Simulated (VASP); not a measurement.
**CdS (F-43m) under uniaxial stress along [111]**

Wanted: the response of CdS to uniaxial stress along [111], as a table, with a fit that predicts a row left out.

Calculated with VASP 6.6.1; LDA; plane waves and PAW (Cd, S); cell typed or built by script, in the first sound run; inputs show where later runs differ.

## Step 1: The structure

The structure is cubic, space group F-43m (No. 216). The conventional cell has a = 5.820 Å, b = 5.820 Å, c = 5.820 Å, α = 90.00°, β = 90.00°, γ = 90.00°. Cd has 4 S at 2.52 Å nearest. S has 4 Cd at 2.52 Å nearest. Farther neighbours and most contacts between anions are not listed.

Structure file:

```cif
data_structure
_symmetry_space_group_name_H-M 'P 1'
_symmetry_Int_Tables_number 1
_cell_length_a 4.1154
_cell_length_b 4.1154
_cell_length_c 4.1154
_cell_angle_alpha 60.000
_cell_angle_beta 60.000
_cell_angle_gamma 60.000
_cell_volume 49.28
loop_
_atom_site_label
_atom_site_type_symbol
_atom_site_fract_x
_atom_site_fract_y
_atom_site_fract_z
_atom_site_occupancy
Cd1 Cd 0.00000 0.00000 0.00000 1
S2 S 0.25000 0.25000 0.25000 1
```

## Step 2: Relax the crystal, LDA

The series starts from the cell that this level prefers, so that zero strain is near zero stress.

This step took 2 runs in a row; the last is shown.

Level: LDA; plane waves and PAW (Cd, S); cell typed or built by script.

Input file INCAR:

```
SYSTEM = CdS
PREC = Accurate
ENCUT = 450
EDIFF = 1E-07
NELM = 120
ISMEAR = 0
SIGMA = 0.02
LREAL = .FALSE.
ALGO = Normal
GGA = CA
NBANDS = 15
LASPH = .TRUE.
LORBIT = 11
LWAVE = .FALSE.
LCHARG = .FALSE.
KPAR = 16
IBRION = 2
NSW = 40
ISIF = 3
EDIFFG = -0.005
POTIM = 0.4
```

Input file POSCAR:

```
CdS
1.0
    0.0000000000      2.8843989598      2.8843989598
    2.8843989598      0.0000000000      2.8843989598
    2.8843989598      2.8843989598      0.0000000000
Cd S
1 1
Direct
    0.0000000000      0.0000000000      0.0000000000
    0.2500000000      0.2500000000      0.2500000000
```

Input file KPOINTS:

```
Automatic mesh
0
Gamma
9 9 9
0 0 0
```

Potentials, in the order of the species: Cd and S (LDA family, release 64).

The run is started by

```console
$ mpirun -np 16 vasp_std
```

What it wrote:

```text
[banner, memory and clock lines left out]
running   16 mpi-ranks, on    1 nodes
[...]
|                                                                             |
|           W    W    AA    RRRRR   N    N  II  N    N   GGGG   !!!           |
|           W    W   A  A   R    R  NN   N  II  NN   N  G    G  !!!           |
|           W    W  A    A  R    R  N N  N  II  N N  N  G       !!!           |
|           W WW W  AAAAAA  RRRRR   N  N N  II  N  N N  G  GGG   !            |
|           WW  WW  A    A  R   R   N   NN  II  N   NN  G    G                |
|           W    W  A    A  R    R  N    N  II  N    N   GGGG   !!!           |
|                                                                             |
|     For optimal performance we recommend to set                             |
|       NCORE = 2 up to number-of-cores-per-socket                            |
|     NCORE specifies how many cores store one orbital (NPAR=cpu/NCORE).      |
|     This setting can greatly improve the performance of VASP for DFT.       |
[...]
DAV:   4    -0.792118473961E+01   -0.23619E-01   -0.23617E-01  1323   0.402E+00
[...]
DAV:  12    -0.740676476970E+01    0.46261E-05   -0.18499E-05  1581   0.599E-02    0.643E-03
DAV:  13    -0.740676485035E+01   -0.80649E-07   -0.12593E-06  1197   0.930E-03    0.172E-03
DAV:  14    -0.740676485269E+01   -0.23401E-08   -0.26682E-08   728   0.146E-03
   1 F= -.74067649E+01 E0= -.74067649E+01  d E =-.740676E+01
[...]
N       E                     dE             d eps       ncg     rms          rms(c)
DAV:   1    -0.740683315260E+01   -0.68302E-04   -0.12254E-03  1120   0.453E-01    0.612E-02
DAV:   2    -0.740677354751E+01    0.59605E-04   -0.13797E-04  1246   0.186E-01    0.227E-02
DAV:   3    -0.740676808824E+01    0.54593E-05   -0.13229E-05  1323   0.417E-02    0.188E-02
DAV:   4    -0.740676744252E+01    0.64572E-06   -0.89516E-07  1127   0.937E-03    0.372E-03
DAV:   5    -0.740676738969E+01    0.52832E-07   -0.10868E-07   631   0.588E-03
   2 F= -.74067674E+01 E0= -.74067674E+01  d E =-.253700E-05
 trial-energy change:   -0.000003  1 .order   -0.000002   -0.000007    0.000002
 step:   0.7588(harm=  0.7588)  dis= 0.00000  next Energy=    -7.406767 (dE=-0.247E-05)
 reached required accuracy - stopping structural energy minimisation
```

The job ended after 6.4 s (16 MPI ranks of AMD EPYC 7R43, shared host; peak memory 2.2 GiB; 82 s of CPU time).

The logs omit lines about the potential files and the build; timing stands in the text.

OUTCAR, selected parts (step 2):

```text
  Total        0.0033728      0.0033728      0.0033728      0.0000000      0.0000000      0.0000000
  in kB        0.1126612      0.1126612      0.1126612      0.0000000      0.0000000      0.0000000
  external PRESSURE =       0.1126612 kB  Pullay stress =       0.0000000 kB

 POSITION                                       TOTAL-FORCE (eV/Angst)
 -----------------------------------------------------------------------------------
      5.76762      2.88381      2.88381        -0.000000      0.000000      0.000000
      1.44190      1.44190      1.44190         0.000000     -0.000000     -0.000000
 -----------------------------------------------------------------------------------
    total drift:                                0.000000      0.000000      0.000000

  FREE ENERGIE OF THE ION-ELECTRON SYSTEM (eV)
  ---------------------------------------------------
  free  energy   TOTEN  =        -7.4067673897 eV

  energy  without entropy=       -7.4067673897  energy(sigma->0) =       -7.40676739

 reached required accuracy - stopping structural energy minimisation

[... 3 further parts left out ...]
[key lines of the parts left out:]
E-fermi :   1.5849
```

Numbers from this step:

```
energy(sigma→0) of the program : -7.4068 eV
stress, compression positive   : 0.01 along [111], 0.01 across it (mean), GPa
volume                         : 47.966 Å³
ionic steps                    : 2
```

## Step 3: Strain across the axis, LDA

One member in full: the axis is strained by -2 %, and the two directions across it are strained alike until their mean stress is under 0.012 GPa or five steps are spent.

This step took 3 runs, each at a new trial strain with the atoms of the one before; the last is shown.

Level: LDA; plane waves and PAW (Cd, S); cell typed or built by script.

INCAR, as its differences from that of step 2:

```diff
@@ -15,7 +15,7 @@
 LCHARG = .FALSE.
-KPAR = 16
-IBRION = 2
-NSW = 40
-ISIF = 3
-EDIFFG = -0.005
-POTIM = 0.4
+KPAR = 4
+IBRION = 1
+NSW = 25
+ISIF = 2
+EDIFFG = -0.004
+POTIM = 0.3
```

Input file POSCAR:

```
CdS
1.0
   -0.0510597950      2.8516621010      2.8516621010
    2.8516621010     -0.0510597950      2.8516621010
    2.8516621010      2.8516621010     -0.0510597950
Cd S
1 1
Direct
    0.9976008172      0.9976008172      0.9976008172
    0.2523991828      0.2523991828      0.2523991828
```

KPOINTS is that of step 2.

The run is started by

```console
$ mpirun -np 4 vasp_std
```

What it wrote:

```text
[banner, memory and clock lines left out]
running    4 mpi-ranks, on    1 nodes
[...]
LDA part: xc-table for (Slater(with rela. corr.)+CA(PZ))
 , standard interpolation
 POSCAR, INCAR and KPOINTS ok, starting setup
[...]
entering main loop
       N       E                     dE             d eps       ncg     rms          rms(c)
DAV:   1     0.102799784513E+03    0.10280E+03   -0.84730E+03  2598   0.986E+02
DAV:   2    -0.391276291718E+01   -0.10671E+03   -0.10159E+03  3061   0.260E+02
DAV:   3    -0.789292837535E+01   -0.39802E+01   -0.39720E+01  3152   0.528E+01
DAV:   4    -0.791783738800E+01   -0.24909E-01   -0.24906E-01  3208   0.410E+00
[...]
DAV:  12    -0.740202643984E+01    0.42432E-05   -0.17996E-05  3878   0.594E-02    0.655E-03
DAV:  13    -0.740202649623E+01   -0.56389E-07   -0.12234E-06  2942   0.954E-03    0.174E-03
DAV:  14    -0.740202650003E+01   -0.37946E-08   -0.32388E-08  1835   0.156E-03
   1 F= -.74020265E+01 E0= -.74020265E+01  d E =-.740203E+01
 BRION: g(F)=  0.472E-04 g(S)=  0.000E+00
[...]
DAV:   1    -0.740205977639E+01   -0.33280E-04   -0.75393E-03  2550   0.593E-01    0.199E-02
DAV:   2    -0.740206654632E+01   -0.67699E-05   -0.76130E-05  3215   0.648E-02    0.741E-03
DAV:   3    -0.740206641968E+01    0.12663E-06   -0.56444E-07  3054   0.637E-03    0.471E-03
DAV:   4    -0.740206636723E+01    0.52455E-07   -0.27107E-07  2931   0.329E-03
   2 F= -.74020664E+01 E0= -.74020664E+01  d E =-.398672E-04
 BRION: g(F)=  0.220E-04 g(S)=  0.000E+00 retain N=  1 mean eig= 3.15
 eig:   3.148
[...]
N       E                     dE             d eps       ncg     rms          rms(c)
DAV:   1    -0.740207048131E+01   -0.40616E-05   -0.34794E-02  2550   0.127E+00    0.435E-02
DAV:   2    -0.740210175875E+01   -0.31277E-04   -0.35238E-04  3215   0.139E-01    0.160E-02
DAV:   3    -0.740210118199E+01    0.57676E-06   -0.26258E-06  3054   0.138E-02    0.101E-02
DAV:   4    -0.740210094684E+01    0.23515E-06   -0.12217E-06  3068   0.699E-03    0.152E-03
DAV:   5    -0.740210094420E+01    0.26371E-08   -0.19958E-07  2585   0.300E-03
   3 F= -.74021009E+01 E0= -.74021009E+01  d E =-.345770E-04
 BRION: g(F)=  0.492E-08 g(S)=  0.000E+00 retain N=  1 mean eig= 3.10
 eig:   3.102
 reached required accuracy - stopping structural energy minimisation
```

Run time: 26 s. Hardware: 4 MPI ranks; peak memory 0.56 GiB.

Parts of OUTCAR (step 3):

```text
  Total        0.1375012      0.1375012      0.1375012      0.1399730      0.1399730      0.1399730
  in kB        4.6257673      4.6257673      4.6257673      4.7089211      4.7089211      4.7089211
  external PRESSURE =       4.6257673 kB  Pullay stress =       0.0000000 kB

 POSITION                                       TOTAL-FORCE (eV/Angst)
 -----------------------------------------------------------------------------------
      5.64021      5.64021      5.64021        -0.000168     -0.000168     -0.000168
      1.42513      1.42513      1.42513         0.000168      0.000168      0.000168
 -----------------------------------------------------------------------------------
    total drift:                               -0.000170     -0.000170     -0.000171

  FREE ENERGIE OF THE ION-ELECTRON SYSTEM (eV)
  ---------------------------------------------------
  free  energy   TOTEN  =        -7.4021009442 eV

  energy  without entropy=       -7.4021009442  energy(sigma->0) =       -7.40210094

[... 1 part as in an earlier step ...]

[... 3 further parts left out ...]
[key lines of the parts left out:]
E-fermi :   1.6540
```

This run gave:

| Property | Result |
| --- | --- |
| energy(sigma→0) of the program | -7.4021 eV |
| stress, compression positive | 1.40 along [111], -0.01 across it (mean), GPa |
| ionic steps | 3 |

## Step 4: Band edges, HSE06

Short lines in KPOINTS_OPT sample the zone centre along and across the axis, for masses, and the other valleys.

Level: HSE06; plane waves and PAW (Cd, S); cell typed or built by script.

Input file INCAR:

```
SYSTEM = CdS
PREC = Accurate
ENCUT = 450
EDIFF = 1E-06
NELM = 100
ISMEAR = 0
SIGMA = 0.02
LREAL = .FALSE.
ALGO = Normal
LHFCALC = .TRUE.
AEXX = 0.25
GGA = PE
HFSCREEN = 0.2
LASPH = .TRUE.
NBANDS = 14
PRECFOCK = Fast
LWAVE = .FALSE.
LCHARG = .FALSE.
KPAR = 4
```

Input file POSCAR:

```
CdS
1.0
   -0.0510597950      2.8516621010      2.8516621010
    2.8516621010     -0.0510597950      2.8516621010
    2.8516621010      2.8516621010     -0.0510597950
Cd S
1 1
Direct
    0.9978664610      0.9978664610      0.9978664610
    0.2521335390      0.2521335390      0.2521335390
```

Input file KPOINTS:

```
Automatic mesh
0
Gamma
5 5 5
0 0 0
```

Input file KPOINTS_OPT:

```
Line mode
6
Line-mode
Reciprocal
  0.00000000   0.00000000   0.00000000
  0.02596881   0.02596881   0.02596881

  0.00000000   0.00000000   0.00000000
 -0.01633355   0.01633355  -0.00000000

  0.31000000   0.31000000   0.00000000
  0.50000000   0.50000000   0.00000000

  0.00000000   0.31000000   0.31000000
  0.00000000   0.50000000   0.50000000

  0.45000000   0.45000000   0.45000000
  0.50000000   0.50000000   0.50000000

  0.45000000   0.00000000   0.00000000
  0.50000000   0.00000000   0.00000000

  0.42500000   0.42500000   0.00000000
  0.42459368   0.44769281   0.02269281

  0.50000000   0.50000000   0.50000000
  0.48366645   0.51633355   0.50000000
```

The run is started by

```console
$ mpirun -np 4 vasp_std
```

What it wrote:

```text
[banner, memory and clock lines left out]
running    4 mpi-ranks, on    1 nodes
[...]
|                                                                             |
|               ----> ADVICE to this user running VASP <----                  |
|                                                                             |
|     You enforced a specific xc type in the INCAR file but a different       |
|     [... a line on the potential file left out ...]
|     I HOPE YOU KNOW WHAT YOU ARE DOING!                                     |
|                                                                             |

 LDA part: xc-table for (Slater+PW92), standard interpolation
 found WAVECAR, reading the header
 POSCAR, INCAR and KPOINTS ok, starting setup
[...]
reading WAVECAR
 the WAVECAR file was read successfully
 initial charge from wavefunction
 entering main loop
       N       E                     dE             d eps       ncg     rms          rms(c)
DAV:   1    -0.762284869672E+01   -0.76228E+01   -0.10960E+00   532   0.128E+01    0.375E+00
DAV:   2    -0.761086541966E+01    0.11983E-01   -0.90029E-02   604   0.459E+00    0.219E+00
DAV:   3    -0.760322883351E+01    0.76366E-02   -0.16821E-02   652   0.170E+00    0.138E+00
DAV:   4    -0.760244064957E+01    0.78818E-03   -0.26566E-03   616   0.505E-01    0.878E-01
[...]
DAV:   8    -0.760226293831E+01    0.58713E-05   -0.42973E-06   562   0.155E-02    0.877E-02
DAV:   9    -0.760226168013E+01    0.12582E-05   -0.15214E-06   548   0.970E-03    0.479E-02
DAV:  10    -0.760226146623E+01    0.21389E-06   -0.66576E-07   416   0.660E-03
   1 F= -.76022615E+01 E0= -.76022615E+01  d E =-.598395E-24
 Start KPOINTS_OPT (optional k-point list driver)
k-point batch [1-19\48]
       N       E                     dE             ncg
DAV:   1     0.743286805210E+03   -0.33749E+04      540
DAV:   2    -0.175446251370E+04   -0.24977E+04      622
DAV:   3    -0.190619506693E+04   -0.15173E+03      592
DAV:   4    -0.190898336388E+04   -0.27883E+01      682
DAV:   5    -0.190900531379E+04   -0.21950E-01      700
DAV:   6    -0.190900567045E+04   -0.35666E-03      664
DAV:   7    -0.190900568011E+04   -0.96587E-05      664
DAV:   8    -0.190900568041E+04   -0.30029E-06      494
[...]
k-point batch [39-48\48]
       N       E                     dE             ncg
DAV:   1     0.505074559733E+04   -0.50869E+04      288
DAV:   2     0.370899617522E+04   -0.13417E+04      310
DAV:   3     0.364141387572E+04   -0.67582E+02      328
DAV:   4     0.364050145500E+04   -0.91242E+00      328
DAV:   5     0.364049367603E+04   -0.77790E-02      340
DAV:   6     0.364049357577E+04   -0.10026E-03      340
DAV:   7     0.364049357369E+04   -0.20772E-05      332
DAV:   8     0.364049357363E+04   -0.54557E-07      260
```

Wall time 8.9 min (4 MPI ranks); peak memory 0.94 GiB.

From OUTCAR (step 4):

```text
  LATTYP: Found a trigonal (rhomboedric) cell.
 ALAT       =     4.0331824381
 COS(alpha) =     0.4820174576

 Subroutine GETGRP returns: Found  6 space group operations
 (whereof  6 operations were pure point group operations)

The static configuration has the point symmetry C_3v.

 Found     19 irreducible k-points:

   k-points           NKPTS =     19   k-points in BZ     NKDIM =    125   number of bands    NBANDS=     14

   dimension x,y,z NGX =    28 NGY =   28 NGZ =   28
   dimension x,y,z NGXF=    56 NGYF=   56 NGZF=   56

   ENCUT  =  450.0 eV  33.07 Ry    5.75 a.u.   6.98  6.98  6.98*2*pi/ulx,y,z

   NELECT =      18.0000    total number of electrons

  exchange ACFDT corr.  =         0.00000000  see jH, gK, PRB 81, 115126

 E-fermi :   1.2849

 k-point     1 :       0.0000    0.0000    0.0000
  band No.  band energies     occupation
    ...
      5      -7.4004      2.00000
      6      -7.4004      2.00000
      7       1.0506      2.00000
      8       1.0506      2.00000
      9       1.1486      2.00000
     10       3.3679      0.00000
     11       8.6820      0.00000
     12       8.6820      0.00000
     13       9.0612      0.00000
     14      14.1122      0.00000

 k-point     2 :       0.2000    0.0000   -0.0000
  band No.  band energies     occupation
    ...
      5      -7.4028      2.00000
      6      -7.3979      2.00000
      7      -1.0013      2.00000
      8       0.7247      2.00000
      9       0.8302      2.00000
     10       4.8003      0.00000
     11       8.4409      0.00000
     12       9.1878      0.00000
     13       9.4153      0.00000
     14      12.9026      0.00000

 POSITION                                       TOTAL-FORCE (eV/Angst)
 -----------------------------------------------------------------------------------
      5.64021      5.64021      5.64021        -0.009718     -0.009718     -0.009718
      1.42513      1.42513      1.42513         0.009718      0.009718      0.009718
 -----------------------------------------------------------------------------------
    total drift:                               -0.000182     -0.000158     -0.000131

  FREE ENERGIE OF THE ION-ELECTRON SYSTEM (eV)
  ---------------------------------------------------
  free  energy   TOTEN  =        -7.6022614662 eV

  energy  without entropy=       -7.6022614662  energy(sigma->0) =       -7.60226147

[... 1 part as in an earlier step ...]

[... 7 further parts left out ...]
```

Numbers from this step:

```
energy(sigma→0) of the program : -7.6023 eV
```

## Step 5: The whole series

Hybrid runs start from orbitals of a short LDA run, not shown.

Runs beyond LDA use the data sets made with LDA; this shifts their levels slightly, and their total energies have another zero.

The other members went through these steps as far as the tables show, with the same cutoff and, step by step, the same mesh; 42 runs are not shown. The session took 5.9 core hours (wall time by ranks) on a shared machine.

```csv
strain along the axis (%),strain across the axis (%),"stress along the axis, tension positive (GPa)",energy above the unstrained row (meV/atom),"gap on the mesh, LDA (eV)"
-2.000,0.656,-1.404,2.328,0.909
-1.500,0.491,-1.064,1.354,0.923
-1.000,0.326,-0.716,0.637,0.937
-0.500,0.166,-0.361,0.191,0.951
0,0.000,-0.007,0.000,0.965
0.500,-0.158,0.360,0.083,0.952
1.000,-0.320,0.733,0.455,0.937
1.500,-0.477,1.114,1.092,0.922
2.000,-0.633,1.499,1.998,0.905
```

Slopes at zero strain, from cubics through all rows: strain ratio -0.323, stress over strain 72 GPa.

Band edges at HSE06, counted from the valence-band top at Γ, with one row partly withheld:

```csv
strain along the axis (%),gap (eV),conduction band at Γ (eV),Δ or X valley along z (eV),Δ or X valley along x (eV),"lowest conduction level at L, [111] (eV)","lowest conduction level at L, [-111] (eV)",second valence level below the top (eV),third valence level below the top (eV)
-2.000,2.219,2.219,4.309,4.309,3.959,4.190,0.098,0.098
-1.500,2.234,2.234,4.337,4.337,4.015,4.188,0.075,0.075
-1.000,2.248,2.248,4.364,4.364,4.071,4.186,0.051,0.051
-0.500,2.262,2.262,4.388,4.388,4.128,4.186,0.026,0.026
0,2.276,2.276,4.410,4.410,4.186,4.186,0.000,0.000
0.500,2.262,2.262,4.402,4.402,4.218,4.160,0.000,0.027
1.000,2.246,2.247,4.392,4.392,?,4.133,0.000,0.055
1.500,2.230,2.230,4.379,4.379,4.279,4.107,0.000,0.083
2.000,2.212,2.212,4.363,4.363,4.310,4.080,0.000,0.113
```

Conduction masses, in electron masses:

```csv
strain along the axis (%),"conduction mass at Γ, along the strain axis or the normal of the plane","conduction mass at Γ, across the strain axis or in the plane"
-2.000,0.180,0.167
-1.500,0.179,0.168
-1.000,0.176,0.169
-0.500,0.174,0.170
0,0.172,0.172
0.500,0.168,0.171
1.000,0.166,0.173
1.500,0.163,0.174
2.000,0.160,0.175
```

## Step 6: Fit and prediction

The quantity to fit is the splitting of the lowest conduction levels at the L points ([111] less [-111]) at HSE06: -0.231, -0.173, -0.116, -0.058, 0.000, 0.058, 0.172, 0.230 eV in the rows shown.

A least-squares parabola through the 8 rows shown, with d the strain along the axis less the strain across it, in %: E = 7.18e-5 d² + 0.08709 d − 3.34e-5 (eV), r.m.s. residual 1.3e-4 eV.

At d = 1.320 this predicts 0.1150 eV.

## Step 7: Prediction against calculation

The calculation gives 0.1153 eV, so the prediction is 0.0003 eV too low.

The splitting is Ξu times 8/9 of d, with d as a fraction, so the linear term gives Ξu = 9.8 eV.

## Step 8: Results

* Poisson ratio: 0.323
* Young's modulus along the axis: 72 GPa
* gap of the unstrained cell, HSE06: 2.28 eV
* shear deformation potential Ξu of the lowest conduction levels at L: 9.8 eV
* error of the predicted row: -0.3 meV

In words: As a check, the curvature of the energy gives 73 GPa for the same modulus (energy per volume = E/2 × strain²), 1 % from the slope of the stress. At HSE06 the lowest conduction valley is Γ throughout, and the gap runs between 2.21 and 2.28 eV. Hole masses are left out throughout, since the top bands are degenerate or cross in many series; of conduction masses, those of the Γ, L and (for Si and Ge under (001) strain) Δ valleys are kept where they change by under an eighth between rows. HSE06 ran on a coarser mesh than the semilocal levels. Spin-orbit coupling is left out at HSE06, so the valence splittings there lack it. Δ or X levels are the lowest on their line, refined by a parabola unless they lie at X; the gap is read from all points sampled and can differ from the lowest valley by some meV, or by tens of meV where strain moves the valence top off Γ. Temperature, zero-point motion and excitons are left out.

[Lines on the potential files, build, host, timing and source positions are cut from VASP's logs without a mark.]

[Logs are printed without paths, hosts, clocks, repeated set-up lines and the standing remarks that a program may print on its own settings, such as how far it seeks lower states.]

[Hosts, paths, dates, database ids (printed as entryN), source tags and the programs' standing remarks are cut or masked in the printed files.]

[In band tables of VASP the shares of atoms and orbitals are scaled to a sum of 1 inside the atoms' spheres.]
